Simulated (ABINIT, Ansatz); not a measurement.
# Quasiparticle gap of NaI (Fm-3m) in ABINIT, part 3 of 3

Aim: the G0W0 gap of NaI (Fm-3m) on PBE, step by step.

ABINIT 10.8.3; PBE and many-body steps on it, plane waves. Known limits of the many-body steps: not at the basis limit; no spin-orbit coupling.

So far. Step 4 (Empty states on the mesh, 4×4×4 mesh, 58 bands): On this mesh the gap is 3.639 eV. Step 5 (Screening, 4×4×4 mesh, 54 bands, screening to 98 eV): Local fields lower ε∞ by 18 %.

### Step 6. Self-energy, 4×4×4 mesh, 54 bands, screening to 98 eV

The self-energy is evaluated for the states that the input lists, and the levels follow from it, in one-shot runs by the linearised quasiparticle equation.

This step: G0W0 on PBE, plane waves, norm-conserving pseudopotentials.

File run.abi:

```
acell 3*1.0 Angstrom
rprim 
  0.000000000000 3.236400000000 3.236400000000
  3.236400000000 -0.000000000000 3.236400000000
  3.236400000000 3.236400000000 -0.000000000000
ntypat 2
znucl 11 53
natom 2
typat 1 2
xred 
  0.000000000000 0.000000000000 0.000000000000
  0.500000000000 0.500000000000 0.500000000000
pp_dirpath "pseudos"
pseudos "Na.upf, I.upf"
ecut 38
ngkpt 4 4 4
nshiftk 1
shiftk 0 0 0
kptopt 1
chksymbreak 0
istwfk *1
occopt 1
irdwfk 1
optdriver 4
nband 54
gwcalctyp 0
ecutsigx 38
symsigma 1
nkptgw 1
kptgw 
  0.0000000000 0.0000000000 0.0000000000
bdgw 
  6 12
ecuteps 3.6
irdscr 1
ppmodel 1
indata_prefix "in"
outdata_prefix "out"
tmpdata_prefix "tmp"
```

Run with:

```
$ OMP_NUM_THREADS=1 mpirun -n 4 abinit run.abi > log
```

Numbers of over 12 decimals in the logs are rounded to 6 here.

Log:

```text
.Version 10.8.3 of ABINIT. v10.8.2 released Aug 2026.

 Symmetries : space group Fm -3 m (#225); Bravais cF (face-center cubic)
[... echo of the input left out ...]
== DATASET  1 ==================================================================
-   mpi_nproc: 4, omp_nthreads: 1 (-1 if OMP is not activated)

--- !DatasetInfo
iteration_state: {dtset: 1, }
dimensions: {natom: 2, nkpt: 8, mband: 54, nsppol: 1, nspinor: 1, nspden: 1, mpw: 5124, }
cutoff_energies: {ecut:  38.0, pawecutdg:  -1.0, }
electrons: {nelect:   1.60000000E+01, charge:   0.00000000E+00, occopt:   1.00000000E+00, tsmear:   1.00000000E-02, }

 SIGMA: Calculation of the GW corrections

 Based on a program developped by R.W. Godby, V. Olevano, G. Onida, and L. Reining.
 Incorporated in ABINIT by V. Olevano, G.-M. Rignanese, and M. Torrent.
.Using double precision arithmetic ; gwpc =  8

[... cell and pseudopotentials left out ...]
--------------------------------------------------------------------------------

 ==== K-mesh for the wavefunctions ====
 Number of points in the irreducible wedge :     8
[... list of points left out ...]
 Together with 48 symmetry operations and time-reversal symmetry
 yields    64 points in the full Brillouin Zone.

 ==== Q-mesh for screening function ====
 Number of points in the irreducible wedge :     8
[... list of points left out ...]
 Together with 48 symmetry operations and time-reversal symmetry
 yields    64 points in the full Brillouin Zone.

 vcoul_init : cutoff-mode = AUXILIARY_FUNCTION
 q-points for optical limit:   1
     1)      0.000010    0.000020    0.000030
 setmesh: FFT mesh size selected  =    50x   50x   50
          total number of points  =       125000

 Number of electrons calculated from density =   16.0000; Expected =   16.0000
 average of density, n =  0.034971
 r_s =    1.8970
 omega_plasma =   18.0389 [eV]

 === KS Band Gaps ===
  >>>> For spin  1
   Minimum direct gap =   3.6392 [eV], located at k-point      :   0.0000  0.0000  0.0000
   Fundamental gap    =   3.6392 [eV], Top of valence bands at :   0.0000  0.0000  0.0000
                                       Bottom of conduction at :   0.0000  0.0000  0.0000
 SIGMA fundamental parameters:
 PLASMON POLE MODEL  1
 number of plane-waves for SigmaX                 5065
 number of plane-waves for SigmaC and W            169
 number of plane-waves for wavefunctions          5065
 number of bands                                    54
 number of independent spin polarizations            1
 number of spinorial components                      1
 number of k-points in IBZ                           8
 number of q-points in IBZ                           8
 number of symmetry operations                      48
 number of k-points in BZ                           64
 number of q-points in BZ                           64
 number of frequencies for dSigma/dE                 9
 frequency step for dSigma/dE [eV]                0.25
 number of omega for Sigma on real axis              0
 max omega for Sigma on real axis  [eV]           0.00
 zcut for avoiding poles [eV]                     0.10

 EPSILON^-1 parameters (SCR file):
 dimension of the eps^-1 matrix on file            169
 dimension of the eps^-1 matrix used               169
 number of plane-waves for wavefunctions          5065
 number of bands                                    54
 number of q-points in IBZ                           8
 number of frequencies                               2
 number of real frequencies                          1
 number of imag frequencies                          1

 matrix elements of self-energy operator (all in [eV])

 Perturbative Calculation

--- !SelfEnergy_ee
iteration_state: {dtset: 1, }
kpoint     : [   0.000,    0.000,    0.000, ]
spin       : 1
KS_gap     :    3.639
QP_gap     :    5.389
Delta_QP_KS:    1.749
data: !SigmaeeData |
     Band     E0 <VxcDFT>   SigX SigC(E0)      Z dSigC/dE  Sig(E)    E-E0       E
        6   0.107 -11.384 -14.313   1.670   0.804  -0.243 -12.397  -1.013  -0.906
        7   0.107 -11.384 -14.313   1.670   0.804  -0.243 -12.397  -1.013  -0.906
        8   0.107 -11.384 -14.313   1.670   0.804  -0.243 -12.397  -1.013  -0.906
        9   3.746  -7.312  -3.615  -2.820   0.841  -0.190  -6.575   0.736   4.483
       10   8.073  -7.141  -3.086  -3.086   0.829  -0.206  -6.337   0.804   8.877
       11   8.073  -7.141  -3.086  -3.086   0.829  -0.206  -6.337   0.804   8.877
       12   8.073  -7.141  -3.086  -3.086   0.829  -0.206  -6.337   0.804   8.877

== END DATASET(S) ==============================================================
================================================================================

 -outvars: echo values of variables after computation  --------
           etotal      0.0000000000E+00
            nband          54
             nkpt           8
          spgroup         225
 [... the other variables as echoed above ...]

 Calculation completed.
```

Wall time 4.1 s (4 MPI ranks of Arm Neoverse V1, shared host); peak memory 0.68 GiB; 16 s of CPU time.

This step gave:

- G0W0 gap on the points computed: 5.389 eV
- starting gap on the mesh: 3.639 eV
- k of the valence top: 0, 0, 0
- k of the conduction bottom: 0, 0, 0
- Z at the valence top: 0.804
- Z at the conduction bottom: 0.841
- least direct G0W0 gap on the computed points: 5.389 eV

The gap on the mesh goes from 3.64 eV to 5.39 eV, a correction of +1.75 eV.

Limits: finite bands, cutoff and mesh; no spin-orbit coupling. v1 is the top filled band, c1 the lowest empty one. The levels before and after the correction (eV, zero at the valence-band top of each column):

```tsv
	conduction bottom	valence top
Kohn-Sham	3.64	0.00
G0W0	5.39	0.00
```

```tsv
	level	energy (eV)
Kohn-Sham	Γ v3-v1	0.000
Kohn-Sham	Γ c1	3.639
Kohn-Sham	Γ c2-c4	7.966
G0W0	Γ v3-v1	0.000
G0W0	Γ c1	5.389
G0W0	Γ c2-c4	9.783
```

### Step 7. Where the time went

Times are wall times on 4 MPI ranks of Arm Neoverse V1, shared host, good to a factor of about two.

```tsv
step	time	share	memory (GiB)
ground state	11 s	20 %	0.36
bands along the symmetry lines	14 s	26 %	0.33
empty states on the mesh	16 s	28 %	0.31
screening	10 s	19 %	0.76
self-energy	4.1 s	7 %	0.68
```

### Step 8. Outcome

```
PBE gap              : 3.64 eV, direct
G0W0 gap on the mesh : 5.39 eV
GW settings          : 4×4×4 mesh, 54 bands, screening to 98 eV, Godby-Needs plasmon pole
known limits         : not at the basis limit; no spin-orbit coupling
```

In words: G0W0 moves the gap on the mesh from 3.64 eV to 5.39 eV (+1.75 eV), with Z of 0.80 and 0.84 at the edges. Local fields lower the RPA ε∞ on this mesh from 3.93 to 3.23. Only 1 of the mesh's irreducible points was corrected, so a valley elsewhere could overtake. Bands and cutoff are finite, so the gap is not at the basis limit. The miss can reach some tenths of an eV and take either sign; the mesh is an error of its own. In the G0W0 run levels were corrected at 1 k point alone, so a gap called «on the mesh» is the least over those, and an edge elsewhere would be missed. The many-body steps are scalar-relativistic: spin-orbit coupling is not in them.

[Paths, hosts, dates, memory and timing lines, banners, echoed tables and standing remarks are left out of the program output.]

[Logs are printed without paths, hosts, clocks, repeated set-up lines and the standing remarks that a program may print on its own settings, such as how far it seeks lower states.]

[Runs of the session that timed out or met a known fault of the program may be left out.]

[Hosts, paths, dates, database ids (printed as entryN), source tags and the programs' standing remarks are cut or masked in the printed files.]

[G0W0 gaps are taken among the corrected bands and points alone; a level outside them can change the order at an edge.]

[Where Ansatz stands beside ABINIT at settings called matched, ABINIT's density can come from a denser mesh and the files from another edition; pairs whose starting gaps differed by over 0.03 eV were left out, so agreement reads better than it is.]
